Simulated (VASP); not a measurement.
# BeS in VASP: one cell, several levels of theory

BeS built on the rocksalt prototype, under +2.0 % shear in the xy plane is computed at one geometry. Runs: PBE, r2SCAN. The results are then set beside those of Ansatz 0.2.0 for the same cell. This is a trial cell built on a prototype, not taken from a measured structure, and it needn't be the compound's ground state.

Program: VASP 6.6.1. PAW datasets, plane waves. No spin polarisation. The prototype was imposed, so other structures may be more stable.

### Step 1. The system as given

The cell comes from an earlier relaxation with r2SCAN in another program, then strained, with the atoms relaxed again.

Space group Immm (No. 71), orthorhombic; conventional cell a = 3.244 Å, b = 3.310 Å, c = 4.635 Å, 12.44 Å³ an atom. Be has 6 S at 2.32 Å; S has 6 Be at 2.32 Å.

Coordinates:

```
CELL_PARAMETERS angstrom
0.02317 2.31730 2.31730
2.31730 0.02317 2.31730
2.34047 2.34047 0.00000
ATOMIC_POSITIONS crystal
Be 0.00000 0.00000 0.00000
S 0.50000 0.50000 0.50000
```

### Step 2. PBE at this geometry

The input, INCAR:

```
ENCUT = 520.000000
SIGMA = 0.020000
EDIFF = 1.00e-07
GGA = PE
PREC = Accurate
IBRION = -1
ISIF = 2
ISMEAR = -1
NBANDS = 11
NELM = 120
NSW = 0
LASPH = .TRUE.
LCHARG = .FALSE.
LWAVE = .FALSE.
LREAL = .FALSE.
```

The input, KPOINTS:

```
KPOINTS created by Atomic Simulation Environment
0
Gamma
10 10 10
0 0 0
```

The input, KPOINTS_OPT:

```
special points
8
Reciprocal
0.0000000000 0.0000000000 0.0000000000 1
0.5000000000 0.0000000000 0.5000000000 1
0.6250000000 0.2500000000 0.6250000000 1
0.3750000000 0.3750000000 0.7500000000 1
0.5000000000 0.5000000000 0.5000000000 1
0.5000000000 0.2500000000 0.7500000000 1
0.1458330000 0.1458330000 0.2916670000 1
0.5000000000 0.5000000000 0.0000000000 1
```

The input, POSCAR:

```
Be S
 1.0000000000000000
     0.0231729720000000    2.3172971968999998    2.3172971968999998
     2.3172971968999998    0.0231729720000000    2.3172971968999998
     2.3404701689000000    2.3404701689000000    0.0000000000000000
 Be  S
   1   1
Cartesian
  0.0000000000000000  0.0000000000000000  0.0000000000000000
  2.3404701688999996  2.3404701688999991  2.3172971968999994
```

The run uses the recommended PBE PAW datasets (8 valence electrons a neutral cell).

On the command line:

```
> mpirun -np 1 vasp_std
```

### Step 3. r2SCAN at this geometry

The input, INCAR:

```
ENCUT = 520.000000
SIGMA = 0.010000
EDIFF = 1.00e-07
ALGO = Normal
METAGGA = R2SCAN
PREC = Accurate
IBRION = -1
ISIF = 2
ISMEAR = 0
NBANDS = 11
NELM = 120
NSW = 0
LASPH = .TRUE.
LCHARG = .FALSE.
LWAVE = .FALSE.
LREAL = .FALSE.
```

KPOINTS is that of step 2.

KPOINTS_OPT is that of step 2.

POSCAR is that of step 2.

Before running it: what results should come out? Wanted: for each run, gap; pressure; Ansatz: gap; Ansatz: pressure.

As calculated:

| level | gap (eV) | pressure (GPa) | Ansatz: gap (eV) | Ansatz: pressure (GPa) |
| --- | --- | --- | --- | --- |
| PBE | 0.84 | -0.42 | 0.84 | -0.34 |
| r2SCAN | 1.19 | -0.13 | 1.19 | 0.00 |

What this shows: The gap spans 0.84 eV (PBE) to 1.19 eV (r2SCAN). The two programs agree on the gap within 0.02 eV, far less than the spread between functionals. The two codes have different PAW datasets and cutoffs.
